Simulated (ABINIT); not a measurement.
# TePb (Fm-3m) in ABINIT: further runs, part 3 of 3

ABINIT 10.8.3 (patched build).

**5. Band structure, LDA**

run.abi reads:

```
# Datasets: ground state, then fixed potential
ndtset 2

# Pseudopotentials
pp_dirpath "./"
pseudos "Pb.LDA_PW-JTH.xml, Te.LDA_PW-JTH.xml"

# Structure
acell 3*1.0 Angstrom
rprim
     0.0000000000     3.2310000000     3.2310000000
     3.2310000000     0.0000000000     3.2310000000
     3.2310000000     3.2310000000     0.0000000000
ntypat 2
znucl 82 52
natom 2
typat 1 2
xred
     0.0000000000     0.0000000000     0.0000000000
     0.5000000000     0.5000000000     0.5000000000

# Plane-wave basis
ecut 17.0
pawecutdg 34.0

# Exchange and correlation
ixc 7

# Bands and occupations
occopt 3
tsmear 0.05 eV

# SCF cycle
nstep 100

# Output
iomode 3
prtwf 0
prteig 0
prtebands 0
enunit 1
prtden1 1
prtvha1 1
prtvclmb1 1
prtpot1 1

# Dataset 1
kptopt1 1
ngkpt1 7 7 7
nshiftk1 1
shiftk1 0.0 0.0 0.0
nband1 14
tolvrs1 1.0e-9

# Dataset 2: bands along G-X-W-K-G-L-U-W-L-K
iscf2 -2
getden2 1
nband2 18
nbdbuf2 2
tolwfr2 1.0e-12
kptopt2 -9
ndivsm2 5
prteig2 1
kptbounds2
     0.0000000000     0.0000000000     0.0000000000
     0.5000000000     0.0000000000     0.5000000000
     0.5000000000     0.2500000000     0.7500000000
     0.3750000000     0.3750000000     0.7500000000
     0.0000000000     0.0000000000     0.0000000000
     0.5000000000     0.5000000000     0.5000000000
     0.6250000000     0.2500000000     0.6250000000
     0.5000000000     0.2500000000     0.7500000000
     0.5000000000     0.5000000000     0.5000000000
     0.3750000000     0.3750000000     0.7500000000
```

Potentials or basis: JTH PAW LDA v2.0.

Launch:

```console
$ abinit run.abi > log 2>&1
```

run.abo:

```text
.Version 10.8.3 of ABINIT
 DATASET    1 : space group Fm -3 m (#225); Bravais cF (face-center cubic)
================================================================================
 Values of the parameters that define the memory need for DATASET  1.
     intxc =       0    ionmov =       0      iscf =      17    lmnmax =      18
     lnmax =       6     mgfft =      36  mpssoang =       3    mqgrid =    3001
     natom =       2  nloc_mem =       2    nspden =       1   nspinor =       1
    nsppol =       1      nsym =      48    n1xccc =       1    ntypat =       2
    occopt =       3   xclevel =       1
       mpw =        1541          nfft =       46656          nkpt =          20
 PAW method is used; the additional fine FFT grid is defined by:
   mgfftf=        48    nfftf =    110592
================================================================================
================================================================================

 DATASET    2 : space group Fm -3 m (#225); Bravais cF (face-center cubic)
================================================================================
 Values of the parameters that define the memory need for DATASET  2.
     intxc =       0    ionmov =       0      iscf =      -2    lmnmax =      18
     lnmax =       6     mgfft =      36  mpssoang =       3    mqgrid =    3001
     natom =       2  nloc_mem =       2    nspden =       1   nspinor =       1
    nsppol =       1      nsym =      48    n1xccc =       1    ntypat =       2
    occopt =       3   xclevel =       1
       mpw =        1544          nfft =       46656          nkpt =          87
 PAW method is used; the additional fine FFT grid is defined by:
   mgfftf=        48    nfftf =    110592
================================================================================
================================================================================

--------------------------------------------------------------------------------
------------- Echo of variables that govern the present computation ------------
--------------------------------------------------------------------------------
 -outvars: echo values of preprocessed input variables --------
            acell      1.8897261259E+00  1.8897261259E+00  1.8897261259E+00 Bohr
              amu      2.07200000E+02  1.27600000E+02
             ecut      1.70000000E+01 Hartree
           enunit           1
           getden1          0
[... 965 lines left out ...]
              =  1.000000000000  1.000000000000  1.000000000000 angstroms
 Eigenvalues (   eV  ) for nkpt=  87  k points:
 kpt#   1, nband= 18, wtk=  1.00000, kpt=  0.0000  0.0000  0.0000 (reduced coord)
 -17.68443  -17.68443  -17.67316  -17.67316  -17.67316  -13.15795   -6.83154   -2.40660
  -2.40660   -2.40660    2.98724    2.98724    2.98724    4.81609    4.81609    4.81609
   6.40283    6.41908
 kpt#   2, nband= 18, wtk=  1.00000, kpt=  0.0357  0.0000  0.0357 (reduced coord)
 -17.68484  -17.68419  -17.67329  -17.67266  -17.67266  -13.14333   -6.88007   -2.42997
  -2.42997   -2.32409    2.73315    2.98375    2.98375    4.69978    4.89287    4.89287
   6.51993    6.55458
 kpt#   3, nband= 18, wtk=  1.00000, kpt=  0.0714  0.0000  0.0714 (reduced coord)
 -17.68701  -17.68376  -17.67367  -17.67183  -17.67183  -13.09958   -7.01358   -2.49784
  -2.49784   -2.09479    2.13636    2.98163    2.98163    4.43442    5.11199    5.11199
   6.65762    6.92703
 kpt#   4, nband= 18, wtk=  1.00000, kpt=  0.1071  0.0000  0.1071 (reduced coord)
 -17.68988  -17.68347  -17.67438  -17.67138  -17.67138  -13.02713   -7.20419   -2.60395
  -2.60395   -1.77276    1.43746    2.99748    2.99748    4.12356    5.44935    5.44935
   6.77250    7.31035
 kpt#   5, nband= 18, wtk=  1.00000, kpt=  0.1429  0.0000  0.1429 (reduced coord)
[... 317 lines left out ...]
  -2.92273   -2.65200    1.56867    1.71522    3.68308    5.12454    7.22195    7.87855
  10.06592   11.60852
 kpt#  85, nband= 18, wtk=  1.00000, kpt=  0.4028  0.4028  0.6944 (reduced coord)
 -17.72408  -17.68701  -17.67165  -17.65853  -17.65372  -11.44327   -9.33062   -4.81519
  -3.09502   -2.85434    1.91936    2.06019    4.19713    4.73350    7.38877    7.93003
  10.08475   11.89348
 kpt#  86, nband= 18, wtk=  1.00000, kpt=  0.3889  0.3889  0.7222 (reduced coord)
 -17.72888  -17.68493  -17.67336  -17.65678  -17.65280  -11.40553   -9.23913   -5.05764
  -3.24337   -3.02911    2.21687    2.38074    4.38301    4.57370    7.65040    8.06215
  10.09551   11.92723
 kpt#  87, nband= 18, wtk=  1.00000, kpt=  0.3750  0.3750  0.7500 (reduced coord)
 -17.73246  -17.68335  -17.67493  -17.65560  -17.65200  -11.39230   -9.14995   -5.19549
  -3.36536   -3.17602    2.44407    2.66677    4.09520    4.78895    7.92716    8.27987
  10.23715   11.68289

== END DATASET(S) ==============================================================
================================================================================

 -outvars: echo values of variables after computation  --------
            acell      1.8897261259E+00  1.8897261259E+00  1.8897261259E+00 Bohr
           etotal1    -6.9851659512E+01
            fcart1    -0.0000000000E+00 -0.0000000000E+00 -0.0000000000E+00
                      -0.0000000000E+00 -0.0000000000E+00 -0.0000000000E+00
            rprim      0.0000000000E+00  3.2310000000E+00  3.2310000000E+00
                       3.2310000000E+00  0.0000000000E+00  3.2310000000E+00
                       3.2310000000E+00  3.2310000000E+00  0.0000000000E+00
           strten1     9.1712539456E-05  9.1712539456E-05  9.1712539456E-05
                       0.0000000000E+00  0.0000000000E+00  0.0000000000E+00
           xangst      0.0000000000E+00  0.0000000000E+00  0.0000000000E+00
                       3.2310000000E+00  3.2310000000E+00  3.2310000000E+00
             xred      0.0000000000E+00  0.0000000000E+00  0.0000000000E+00
                       5.0000000000E-01  5.0000000000E-01  5.0000000000E-01
 Calculation completed.
```

Wall time 74 s (1 thread of Arm Neoverse V2, shared host); peak memory 0.12 GiB.

Results:

```yaml
Free_energy: -1900.7605 eV
Valence_electrons_inside_the_program's_atomic_spheres: Pb 11.35; Te 3.16
```

Levels at the corners of the path, in eV from the Fermi level:
```
point  band 6  band 7  band 8  band 9  band 10  band 11  band 12  band 13  band 14  band 15
    Γ  -12.43   -6.10   -1.68   -1.68    -1.68     3.71     3.71     3.71     5.54     5.54
    X  -10.76   -7.78   -4.85   -3.14    -3.14     2.95     5.08     5.08     6.24    10.25
    W  -10.60   -8.45   -4.14   -4.14    -0.69     1.24     4.85     4.85     6.53     6.53
    K  -10.67   -8.42   -4.47   -2.64    -2.45     3.17     3.39     4.82     5.52     8.65
    Γ  -12.43   -6.10   -1.68   -1.68    -1.68     3.71     3.71     3.71     5.54     5.54
    L  -11.01   -9.02   -1.20   -1.20    -0.36     0.27     0.85     0.85     8.08     8.95
    U  -10.67   -8.42   -4.47   -2.64    -2.45     3.17     3.39     4.82     5.52     8.65
    W  -10.60   -8.45   -4.14   -4.14    -0.69     1.24     4.85     4.85     6.53     6.53
    L  -11.01   -9.02   -1.20   -1.20    -0.36     0.27     0.85     0.85     8.08     8.95
    K  -10.67   -8.42   -4.47   -2.64    -2.45     3.17     3.39     4.82     5.52     8.65
```

Caveat: the cutoff is too short for stress, so the log's stress isn't used; this odd mesh misses L, where the gap lies, so gap, dielectric constants and Born charges aren't listed; spin-orbit coupling is left out, which moves the levels of the heavy elements.

**6. Equation of state, LDA**

run.abi reads:

```
ndtset 7
getwfk -1
scalecart1 3*0.9795861087
scalecart2 3*0.9864848297
scalecart3 3*0.9932883884
scalecart4 3*1.0000000000
scalecart5 3*1.0066227096
scalecart6 3*1.0131594038
scalecart7 3*1.0196128224

pp_dirpath "./"
pseudos "Pb.LDA_PW-JTH.xml, Te.LDA_PW-JTH.xml"

acell 3*1.0
rprim
     0.0000000000     6.1057051087     6.1057051087
     6.1057051087     0.0000000000     6.1057051087
     6.1057051087     6.1057051087     0.0000000000
ntypat 2
znucl 82 52
natom 2
typat 1 2
xred
     0.0000000000     0.0000000000     0.0000000000
     0.5000000000     0.5000000000     0.5000000000

ecut 17.0
pawecutdg 34.0

kptopt 1
ngkpt 7 7 7
nshiftk 1
shiftk 0.0 0.0 0.0

ixc 7

nband 14
occopt 3
tsmear 0.05 eV

nstep 100
tolvrs 1.0e-9

iomode 3
prtwf 1
prtden 0
prteig 0
prtebands 0
```

Potentials or basis: JTH PAW LDA v2.0.

Launch:

```console
$ abinit run.abi > log 2>&1
```

Run time: 72 s. Hardware: 1 thread of Arm Neoverse V2, shared host; peak memory 0.14 GiB.

It converged, with:

* Equilibrium volume: 32.43 Å³/atom
* Bulk modulus: 48 GPa
* Pressure derivative of the bulk modulus: 3.9 (rough: it moves with the points fitted)

Energy against volume, from the lowest point:
| volume (Å³/atom) | energy (meV/atom) |
| --- | --- |
| 31.706 | 2.65 |
| 32.380 | 0.00 |
| 33.055 | 1.85 |
| 33.730 | 7.35 |
| 34.404 | 16.24 |
| 35.079 | 28.27 |
| 35.753 | 43.22 |

Caveat: the cutoff is too short for stress, so the log's stress isn't used; pressures at fixed basis lie under the slope of the energies; this odd mesh misses L, where the gap lies, so gap, dielectric constants and Born charges aren't listed. Spin-orbit coupling is left out, which matters for the levels of Pb, Te.

**7. Band structure, PBEsol**

run.abi reads:

```
ndtset 2

pp_dirpath "./"
pseudos "Pb.GGA_PBE-JTH.xml, Te.GGA_PBE-JTH.xml"

acell 3*1.0
rprim
     0.0000000000     6.1057051087     6.1057051087
     6.1057051087     0.0000000000     6.1057051087
     6.1057051087     6.1057051087     0.0000000000
ntypat 2
znucl 82 52
natom 2
typat 1 2
xred
     0.0000000000     0.0000000000     0.0000000000
     0.5000000000     0.5000000000     0.5000000000

ecut 462.593566 eV
pawecutdg 34.0

ixc -116133

occopt 3
tsmear 0.05 eV

nstep 100

iomode 3
prtwf 0
prteig 0
prtebands 0
enunit 1
prtden1 1

kptopt1 1
ngkpt1 7 7 7
nshiftk1 1
shiftk1 0.0 0.0 0.0
nband1 14
tolvrs1 1.0e-9

iscf2 -2
getden2 1
nband2 18
nbdbuf2 2
tolwfr2 1.0e-12
kptopt2 -9
ndivsm2 6
prteig2 1
kptbounds2
     0.0000000000     0.0000000000     0.0000000000
     0.5000000000     0.0000000000     0.5000000000
     0.5000000000     0.2500000000     0.7500000000
     0.3750000000     0.3750000000     0.7500000000
     0.0000000000     0.0000000000     0.0000000000
     0.5000000000     0.5000000000     0.5000000000
     0.6250000000     0.2500000000     0.6250000000
     0.5000000000     0.2500000000     0.7500000000
     0.5000000000     0.5000000000     0.5000000000
     0.3750000000     0.3750000000     0.7500000000
```

Potentials or basis: JTH PAW PBE v2.0.

Launch:

```console
$ abinit run.abi > log 2>&1
```

Run time: 90 s. Hardware: 1 thread of Arm Neoverse V2, shared host; peak memory 0.15 GiB.

The run converged. Its results:

- Free energy: -1893.9804 eV
- Valence electrons inside the program's atomic spheres: Pb 11.34; Te 3.14

Levels at the corners of the path, in eV from the Fermi level:
| point | band 6 | band 7 | band 8 | band 9 | band 10 | band 11 | band 12 | band 13 | band 14 | band 15 |
| --- | --- | --- | --- | --- | --- | --- | --- | --- | --- | --- |
| Γ | -12.41 | -6.00 | -1.70 | -1.70 | -1.70 | 3.76 | 3.76 | 3.76 | 5.46 | 5.46 |
| X | -10.72 | -7.70 | -4.89 | -3.17 | -3.17 | 2.86 | 5.13 | 5.13 | 6.30 | 10.16 |
| W | -10.56 | -8.39 | -4.18 | -4.18 | -0.72 | 1.27 | 4.83 | 4.83 | 6.53 | 6.53 |
| K | -10.63 | -8.37 | -4.51 | -2.67 | -2.47 | 3.18 | 3.42 | 4.77 | 5.55 | 8.62 |
| Γ | -12.41 | -6.00 | -1.70 | -1.70 | -1.70 | 3.76 | 3.76 | 3.76 | 5.46 | 5.46 |
| L | -10.97 | -8.98 | -1.24 | -1.24 | -0.37 | 0.28 | 0.85 | 0.85 | 8.04 | 8.93 |
| U | -10.63 | -8.37 | -4.51 | -2.67 | -2.47 | 3.18 | 3.42 | 4.77 | 5.55 | 8.62 |
| W | -10.56 | -8.39 | -4.18 | -4.18 | -0.72 | 1.27 | 4.83 | 4.83 | 6.53 | 6.53 |
| L | -10.97 | -8.98 | -1.24 | -1.24 | -0.37 | 0.28 | 0.85 | 0.85 | 8.04 | 8.93 |
| K | -10.63 | -8.37 | -4.51 | -2.67 | -2.47 | 3.18 | 3.42 | 4.77 | 5.55 | 8.62 |

Caveat: the cutoff is too short for stress, so the log's stress isn't used; this odd mesh misses L, where the gap lies, so gap, dielectric constants and Born charges aren't listed; the PAW data sets were made with another functional, which shifts forces and pressure a little; spin-orbit coupling is left out, which moves the levels of the heavy elements.

**8. Summary**

| task | level | potentials or basis | spin | cutoff (eV) | fine-grid cutoff | pressure (GPa) |
| --- | --- | --- | --- | --- | --- | --- |
| band structure | SCAN | JTH PAW PBE v2.0 sp | off | 490 | 979.61 eV | 0.9 |
| band structure | PBE | JTH PAW PBE v2.0 sp | SOC, no magnetisation | 408 | 816.342 eV | 2.0 |
| band structure | HCTH407 | JTH PAW PBE v2.0 sp | off | 408 | 816.342 eV | 4.0 |
| band structure | LDA | JTH PAW LDA v2.0 | off | 463 | 925.187 eV | - |
| equation of state | LDA | JTH PAW LDA v2.0 | off | 463 | 925.187 eV | - |
| band structure | PBEsol | JTH PAW PBE v2.0 | off | 463 | 925.187 eV | - |

Alike in all rows: cell as given; k mesh 7 × 7 × 7; smearing fermi-dirac 0.05 eV.

Caveats: spin-orbit coupling is left out, which moves the levels of the heavy elements (some runs); the PAW data sets were made with another functional, which shifts forces and pressure a little (some runs); this set keeps more shells in the core, which shifts pressures and gaps (some runs); totals of a meta-GGA on PAW files have another zero than those of a GGA (some runs); pressures at fixed basis lie under the slope of the energies (some runs).

Absolute energies hang on the potentials; compare differences alone.

**9. How close it comes**

Step 2. Measured gap of TePb: 0.19 eV (direct; 4.2 K; a printed reference work, monograph). This calculation gives 0.87 eV (+0.68 eV). Spin-orbit coupling on Pb, Te is left out. The value is that of SCAN, without temperature or zero-point motion.

Step 3. Measured gap of TePb: 0.19 eV (direct; 4.2 K; a printed reference work, monograph). This calculation gives 0.01 eV (-0.18 eV). The value is that of PBE, without temperature or zero-point motion. Semilocal functionals fall short of measured gaps as a rule.

Step 4. Measured gap of TePb: 0.19 eV (direct; 4.2 K; a printed reference work, monograph). This calculation gives 1.03 eV (+0.84 eV). Spin-orbit coupling on Pb, Te is left out. The value is that of HCTH407, without temperature or zero-point motion.
